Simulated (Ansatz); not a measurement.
## Al started on an O site in corundum Al2O3, 120 atoms, charge +3

All numbers come from Ansatz (PAW, plane waves, no spin–orbit coupling) at the single k point (¼, ¼, ¼) without its symmetry partners. The atoms were relaxed with PBEsol in a fixed cell; other functionals are single points on those atoms unless said otherwise. The valence top and gap of the host come from its small cell on a dense mesh, with the band extrema sought between the mesh points, lined up by the mean potential, PBEsol gap 6.03 eV, HSE06 gap 7.99 eV. The charge correction uses an assumed dielectric constant of 10.

Cell: a = 9.548 Å, b = 9.548 Å, c = 13.014 Å, α = 90.00°, β = 90.00°, γ = 120.00°.

Nearest atoms after relaxation, from the placed atom (for vacancies from the middle of the vacant sites): O at 1.86 Å, O at 1.87 Å, O at 1.90 Å, O at 1.91 Å, O at 1.92 Å, Al at 2.28 Å, Al at 2.34 Å, Al at 2.73 Å.

Chemical potentials μ are those of reference phases of the elements at zero temperature by the same functional (the usual solids, diamond for C, grey Sn, and the molecules H2, N2, O2, F2, Cl2, Br2 and S8).

| functional | E(defect) − E(host) − Σ nμ + q·E_VBM (eV) | monopole (eV) | alignment (eV) | formation energy at E_F = VBM (eV) | moment (μB) | wall time, shared host |
| --- | --- | --- | --- | --- | --- | --- |
| PBEsol | -0.86 | 1.74 | -0.06 | 0.82 | 0 (no spin) | 15 s on NVIDIA GB200 (relaxation) |

**Question.** Estimate the formation energy and moment that HSE06 gives on these atoms.

**Answer.** -2.44 eV at E_F = VBM (-4.14 eV before the monopole term 1.74 eV and the alignment -0.04 eV), moment 0 (no spin).

HSE06 one-electron levels near the gap (the ten most localised at most), from the host's valence top, not corrected for the charge's images:

```csv
level (eV),spin,filling,atoms sharing it,element of the atom with most weight
-0.29,both,2.00,51.4,spread
-0.19,both,2.00,48.0,spread
-0.18,both,2.00,42.8,spread
-0.14,both,2.00,48.4,spread
-0.11,both,2.00,44.7,spread
-0.07,both,2.00,47.1,spread
-0.05,both,2.00,46.1,spread
0.06,both,2.00,43.1,spread
2.46,both,2.00,10.7,Al
7.74,both,0.00,10.0,Al
```

All elements are taken at their own reference at once; growth conditions in equilibrium with the host shift these energies, by up to the host's formation enthalpy.

One k point and a cell of this size can leave errors of several tenths of an eV in such numbers.
